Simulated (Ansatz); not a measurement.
**AgCl: moving Ag off its site**

AgCl, Fm-3m, a = 5.546 Å (as given, not relaxed at this level: 0.0 GPa). Ansatz: r2SCAN, PAW, 500 eV, Γ-centred 8×8×8 mesh on 2 atoms, Gaussian smearing 0.05 eV; no spin polarisation.

```
Ag Cl
1.0
     0.00000    2.77315    2.77315
     2.77315    0.00000    2.77315
     2.77315    2.77315    0.00000
Ag Cl
1 1
Direct
  0.50000 0.50000 0.50000
  0.00000 0.00000 0.00000
```

Atom 1 (Ag) moves by x along the unit vector (0.000, 0.000, -1.000), with its periodic images; all else is held. y is the free energy of the cell over the start, F the force along the path summed over the moved atoms. Symmetry makes y even in x.

| x (Å) | y (meV) | F (eV/Å) |
| --- | --- | --- |
| -0.1000 | 6.72 | 0.14 |
| -0.0500 | 1.64 | 0.07 |
| 0.0000 | 0.00 | 0.00 |
| 0.0125 | 0.10 | -0.02 |
| 0.0250 | ? | ? |
| 0.0375 | 0.92 | -0.05 |
| 0.0625 | 2.57 | -0.08 |
| 0.0750 | 3.72 | -0.10 |
| 0.0875 | 5.10 | -0.12 |

Question: Fit y = c2 x² + c4 x⁴ to the energies of the other rows, give the force constant, and predict energy and force of the missing row.

Answer: Least squares on the rows shown. y = 648.9 x² + 2292 x⁴. The force constant is 2 c2 = 1.30 eV/Å² (for all images moving together, not for a lone atom). With two atoms in a cubic cell this is the optical mode at Γ without the LO field: ω = 521.5 √(2 c2/μ) = 115 cm⁻¹ for μ = 26.68 u. The force −dy/dx at the missing row is -0.03 eV/Å (computed -0.03). At x = 0.0250 the fit asked for gives 0.41 meV. The run gave 0.41 meV, the same to the digits shown.